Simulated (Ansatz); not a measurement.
Crystal: TiTe2.

```
Te Ti
1.0
     3.77700    0.00000    0.00000
    -1.88850    3.27098    0.00000
     0.00000    0.00000    6.49800
Te Ti
2 1
Direct
  0.33333 0.66667 0.73720
  0.66667 0.33333 0.26280
  0.00000 0.00000 0.00000
```

Program: Ansatz 0.2.0. Alike in all runs: task projected density of states; level PBEsol+U; potentials or basis Ansatz PAW; no spin polarisation; cell as given; k mesh 8 × 8 × 4; cutoff (eV) 420; smearing fermi-dirac 0.05 eV.

Order these runs on this cell by their pressure, lowest first.
A. U Ti d U = 1 eV
B. U Ti d U = 5 eV
C. U Ti d U = 8 eV
D. U Ti d U = 6 eV
E. U Ti d U = 3 eV

A (-1.6 GPa), E (0.1 GPa), B (2.8 GPa), D (4.4 GPa), C (6.6 GPa).

Caveats: this functional lacks dispersion, which binds the layers, so the pressure and a relaxed spacing across them are unreliable; U without spin polarisation on a metal has little footing; the PAW data sets come from PBE, with cores solved anew for the run's functional, which leaves a small shift of forces and pressure; the U is typed as a test and isn't derived for this compound.

Runs at the PBE level aren't shown here.
